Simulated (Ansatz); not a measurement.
Mg (bcc type) under strong compression

```
CELL_PARAMETERS angstrom
-1.78986 1.78986 1.78986
1.78986 -1.78986 1.78986
1.78986 1.78986 -1.78986
ATOMIC_POSITIONS crystal
Mg 0.00000 0.00000 0.00000
```

The cell comes from a relaxation on PAW files under the same functional, begun from a prototype that needn't be the stable phase.

Its volume is scaled at fixed shape and fractional positions.

All numbers are PBE results (scalar-relativistic) from Ansatz 0.2.0, with a Γ-centred 17×17×17 k mesh, Fermi–Dirac smearing of 0.05 eV, no spin polarisation. Methods: LAPW: all electrons, basis error target 1 meV/atom; PAW: frozen-core files, cutoff 420 eV; crystal datasets: all electrons, by PAW datasets that the program makes for each cell; norm-conserving: pseudopotentials, cutoff 1143 eV; PAW (partial waves polarizable): frozen-core files, cutoff 420 eV.

Energies are extrapolated to zero smearing and count from the unscaled cell; pressure is positive in compression; gaps take the mesh and a band path. No temperature or zero-point motion is included.

The structure type is held throughout; the real material can change phase at far lower pressure.

```
V/V0  V (Å³/atom)  P LAPW (GPa)  ΔE LAPW (eV/atom)  P PAW − LAPW (GPa)  ΔE PAW − LAPW (meV/atom)
1.00        22.94         -0.05              0.000                0.02                       0.0
0.90        20.64          4.51              0.029                0.03                       0.4
0.80        18.35         12.14              0.143                0.04                       1.0
0.70        16.06          25.2              0.402                0.05                       1.7
0.60        13.76             ?                  ?                   ?                         ?
0.50        11.47          93.7              1.896                0.04                       3.5
0.40         9.17         189.8              3.832               -0.08                       3.4
```

(1) Fit the Vinet equation to the LAPW pressures shown (residuals weighted by 1/(|P| + 0.03·Pmax)), and predict the pressure of the withheld row.

(2) From the table, what is the rise of the enthalpy H = E + pV up to the last row, and how stiff is the crystal between the last two rows?

(3) At the smallest volume, how far do crystal datasets and norm-conserving and PAW (partial waves polarizable) lie from LAPW in pressure?

(4) How do the Löwdin populations by LAPW change from the unscaled cell to the last row?

## Answers

(1) The fit gives V0 = 22.92 Å³/atom, B0 = 33.7 GPa and B0′ = 4.41. At 13.76 Å³/atom, x = (V/V0)^(1/3) = 0.8436, and P = 3·B0·(1 − x)/x²·exp[1.5·(B0′ − 1)·(1 − x)] = 49.4 GPa. The run itself gave 48.7 GPa (+1.5 % off) and ΔE = 0.914 eV/atom.

(2) ΔH = 3.832 eV + (189.8 GPa × 9.17 Å³ + 0.05 GPa × 22.94 Å³) × 0.006242 eV/(GPa·Å³) = 14.71 eV/atom, of which pV makes 74 %. The mean bulk modulus there is −ΔP/Δln V = 430 GPa.

(3) crystal datasets: 0.00 GPa; norm-conserving: +0.41 GPa; PAW (partial waves polarizable): -0.08 GPa, on a LAPW pressure of 189.8 GPa.

(4) Mg 3s 1.46 → 1.53 electrons an atom. These are projections on the shells that the free atoms fill; 0.54 e a cell lies outside them at the start and 0.48 e at the end.
